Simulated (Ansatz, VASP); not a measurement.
# Two plane-wave programs on ZnO

The input INCAR:

```
SYSTEM = ZnO
PREC = Accurate
ENCUT = 520
EDIFF = 1E-7
ISMEAR = -1
SIGMA = 0.05
LREAL = .FALSE.
LASPH = .TRUE.
NELM = 100
ALGO = Normal
ISIF = 2
LWAVE = .FALSE.
LCHARG = .FALSE.
GGA = PE
NBANDS = 16
```

KPOINTS

```
Automatic mesh
0
G
  10 10 9
  0 0 0
```

The input POSCAR:

```
ZnO
1.0
    1.4427218660     -3.5504388264      0.0000000000
    1.4427218660      3.5504388264      0.0000000000
    0.0000000000      0.0000000000      2.8572884949
Zn O
1 1
Direct
    0.0000000000      0.0000000000      0.0000000000
    0.5000000000      0.5000000000      0.5000000000
```

File input.yaml:

```yaml
crystal:
  lattice:
    - [1.442721866, -3.5504388264, 0.0]
    - [1.442721866, 3.5504388264, 0.0]
    - [0.0, 0.0, 2.8572884949]
  atoms:
    - { symbol: Zn, position: [0.0, 0.0, 0.0] }
    - { symbol: O, position: [0.5, 0.5, 0.5] }
hamiltonian:
  xc: pbe
  pseudopotentials: { kind: paw }
kpoints:
  mp_grid: { grid: [10, 10, 9] }
scf:
  occupations: { method: fermi_dirac, width: 0.05 }
output:
  forces: true
  stress: true
  eigenvalues: true
  write_density: true
  write_potential: true
  elf: true
  volumetric_format: npy
```

Change from the starting cell: volume scaled by 1.02.

Alike in both runs: task single point; functional PBE; k mesh 10 × 10 × 9; occupations fermi-dirac, width 0.05 eV; no spin polarisation.

```csv
,VASP,Ansatz
version,VASP 6.6.1,Ansatz 0.2.0
potentials or method,"VASP PAW PBE potentials, release 64 (Zn, O)",Ansatz PAW
plane-wave cutoff (eV),520,420
valence electrons in the cell,18,18
```

```csv
,VASP,Ansatz,Ansatz less VASP
gap on the k mesh at the Fermi level (eV),none,none,-
pressure (GPa),-1.3,-2.0,-0.78
largest component of the traceless stress (GPa),1.11,2.00,+0.883
```

A gap of «none» marks a metal or a gap that the smearing closes. With one functional, cell and mesh, what is left measures potentials, basis and numerics.

Caveats: the pressure holds a Pulay correction of +0.6 GPa for the finite cutoff (Ansatz).
